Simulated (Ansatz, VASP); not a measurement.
## One calculation of Hg2Se, two programs

The input INCAR:

```
  ALGO = Normal
  EDIFF = 1E-6
  ENCUT = 520
  GGA = PE
  ISIF = 2
  ISMEAR = 0
  LASPH = T
  LCHARG = F
  LREAL = F
  LWAVE = F
  NBANDS = 22
  NELM = 100
  PREC = Accurate
  SIGMA = 0.1
```

KPOINTS

```
k-points
0
Gamma
  12 12 12
```

The input POSCAR:

```
Hg2Se
1.0
    0.0000000000      3.4898916386      3.4898916386
    3.4898916386      0.0000000000      3.4898916386
    3.4898916386      3.4898916386      0.0000000000
Hg Se
2 1
Direct
    0.2500000000      0.2500000000      0.2500000000
    0.7500000000      0.7500000000      0.7500000000
    0.0000000000      0.0000000000      0.0000000000
```

Input for Ansatz:

```yaml
crystal:
  lattice:
    - [0.0, 3.4898916386, 3.4898916386]
    - [3.4898916386, 0.0, 3.4898916386]
    - [3.4898916386, 3.4898916386, 0.0]
  atoms:
    - { symbol: Hg, position: [0.25, 0.25, 0.25] }
    - { symbol: Hg, position: [0.75, 0.75, 0.75] }
    - { symbol: Se, position: [0.0, 0.0, 0.0] }
basis:
  ecutwfc: 420
kpoints:
  mp_grid: { grid: [12, 12, 12] }
  band_path:
    path:
      - [[0.0, 0.0, 0.0], [0.5, 0.0, 0.5], [0.625, 0.25, 0.625]]
      - [[0.375, 0.375, 0.75], [0.0, 0.0, 0.0], [0.5, 0.5, 0.5], [0.5, 0.25, 0.75], [0.5, 0.0, 0.5]]
    npoints: 14
hamiltonian:
  xc: pbe
scf:
  occupations: { method: gaussian, width: 0.1 }
  n_extra_bands: 7
output:
  forces: true
  stress: true
  eigenvalues: true
  populations: true
  dos: { projected: true, de: 0.02, nscf_kmesh: { grid: [15, 15, 15] } }
  bader: true
```

The cell was built by a generator and needn't be a form met in nature.

Alike in both runs: task single point; functional PBE; k mesh 12 × 12 × 12; occupations gaussian, width 0.1 eV; no spin polarisation.

|  | VASP | Ansatz |
| --- | --- | --- |
| version | VASP 6.6.1 | Ansatz 0.2.0 |
| potentials or method | VASP PAW PBE potentials, release 64 (Hg, Se) | scalar-relativistic, plane waves, PAW |
| plane-wave cutoff (eV) | 520 | 420 |
| valence electrons in the cell | 30 | 56 |

Ansatz gave:

| Property | Result |
| --- | --- |
| gap on the k mesh at the Fermi level (eV) | none |
| pressure (GPa) | 0.0 |

**Question.** Which values does VASP return?

**Answer.** gap on the k mesh at the Fermi level (eV): none; pressure (GPa): 0.1.

A gap of «none» marks a metal or a gap that the smearing closes. With one functional, cell and mesh, what is left measures potentials, basis and numerics. The two sets of potentials don't hold the same shells in valence.

Spin-orbit coupling is left out, which matters for the levels of Hg.
